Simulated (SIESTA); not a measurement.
The system is Pd.

```
CELL_PARAMETERS angstrom
-1.57228 1.57228 1.57228
1.57228 -1.57228 1.57228
1.57228 1.57228 -1.57228
ATOMIC_POSITIONS crystal
Pd 0.00000 0.00000 0.00000
```

This isn't the form of Pd at room conditions, which is fcc.

Base run:

```yaml
Program: SIESTA 5.4.2
Functional: PBEsol
Potentials_or_basis: PseudoDojo 0.4 standard (PBEsol files)
Basis: DZ (energy shift 0.003 Ry; two zetas on semicore shells)
Grid_cutoff: 800 Ry
Energy_shift: 0.003 Ry
k_mesh: 12 × 12 × 12
Occupations: fermi-dirac, width 0.05 eV
Spin: no spin polarisation
```

Its results: band gap on the k mesh none (metal or under the smearing width); pressure -10.8 GPa.

Q: The run is repeated on the same cell with these changes: basis from DZ (energy shift 0.003 Ry; two zetas on semicore shells) to DZP (energy shift 0.003 Ry; two zetas on semicore shells). What comes out?

A: Band gap on the k mesh none (metal or under the smearing width); pressure -9.0 GPa.

Caveats: the basis of atomic orbitals isn't converged, which shifts pressures, moduli and gaps; the basis has no polarisation orbitals (some runs).
